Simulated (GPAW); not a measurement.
The system is InPd.

```
In Pd
1.0
     3.27188    0.00000    0.00000
     0.00000    3.27188    0.00000
     0.00000    0.00000    3.27188
In Pd
1 1
Direct
  0.00000 0.00000 0.00000
  0.50000 0.50000 0.50000
```

The cell comes from a database or a generator and needn't be the stable form of this composition.

Base run:

- Program: GPAW 26.7.0
- Functional: PBEsol
- Potentials or basis: PAW data sets generated in the run's folder for this functional
- Cutoff: 600 eV
- Basis: pw
- k mesh: 8 × 8 × 8
- Occupations: fermi-dirac, width 0.05 eV
- Spin: no spin polarisation

Its results: pressure -3.1 GPa.

The run is repeated on the same cell with these changes: functional from PBEsol to LDA; potentials or basis from PAW data sets generated in the run's folder for this functional to the program's PAW data sets (release 1.2.1) made for this functional. What comes out?

Pressure -7.2 GPa.
